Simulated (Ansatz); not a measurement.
# HfSi2: the cost of one run

Computed with Ansatz 0.2.0 (DFT PBE, scalar-relativistic, plane waves, PAW, unless a step's input says otherwise).

## (1) The starting structure

Symmetry: Cmcm, No. 63, orthorhombic system. The conventional cell has a = 3.672 Å, b = 14.570 Å, c = 3.641 Å, α = 90.00°, β = 90.00°, γ = 90.00°. Hf (site symmetry m2m) is surrounded by 10 Si at 2.67 to 3.02 Å. Around Si (site symmetry m2m) lie 2 Si at 2.50 Å and 6 Hf at 2.67 to 3.02 Å. Si (site symmetry m2m) has 4 Si at 2.59 Å and 4 Hf at 2.78 to 2.79 Å as nearest neighbours.

As a file:

```xyz
6
Lattice="1.8360 -7.2850 0.0000 1.8360 7.2850 0.0000 0.0000 0.0000 3.6410" Properties=species:S:1:pos:R:3 pbc="T T T"
Hf    1.8360   -5.7406    0.9103
Hf    1.8360    5.7406    2.7308
Si    1.8360   -0.8596    0.9103
Si    1.8360    0.8596    2.7308
Si    1.8360    3.6425    0.9103
Si    1.8360   -3.6425    2.7308
```

The structure rests on an entry of the Crystallography Open Database; cell or positions may have been set otherwise for this series.

## (2) Relaxing cell and atoms: HfSi2, no spin

input.yaml

```yaml
crystal:
  lattice:
    - [1.836, -7.285, 0.0]
    - [1.836, 7.285, 0.0]
    - [0.0, 0.0, 3.641]
  atoms:
    - { symbol: Hf, position: [0.894, 0.106, 0.25] }
    - { symbol: Hf, position: [0.106, 0.894, 0.75] }
    - { symbol: Si, position: [0.559, 0.441, 0.25] }
    - { symbol: Si, position: [0.441, 0.559, 0.75] }
    - { symbol: Si, position: [0.25, 0.75, 0.25] }
    - { symbol: Si, position: [0.75, 0.25, 0.75] }
scf:
  occupations: { method: methfessel_paxton, width: 0.1 }
output:
  forces: true
  stress: true
  eigenvalues: true
  write_density: true
  write_potential: true
  elf: true
  volumetric_format: npy
kpoints:
  mp_grid: { grid: [12, 12, 12] }
hamiltonian:
  xc: pbe
relax:
  f_tol: 0.01
  adjacent_minimum: "off"
  cell: { stress_tol: 0.05 }
```

Launch:

```bash
$ ansatz run input.yaml --threads 8 --pin off --max-ram 40960MiB --backend cpu --events-out ev --progress --plain --runs-dir out
```

What time and memory should one allow on 8 threads of Intel Xeon Platinum 8259CL at 2.50GHz (Skylake/Cascade Lake), shared host?

About 83 s, with a peak of 1.3 GiB.
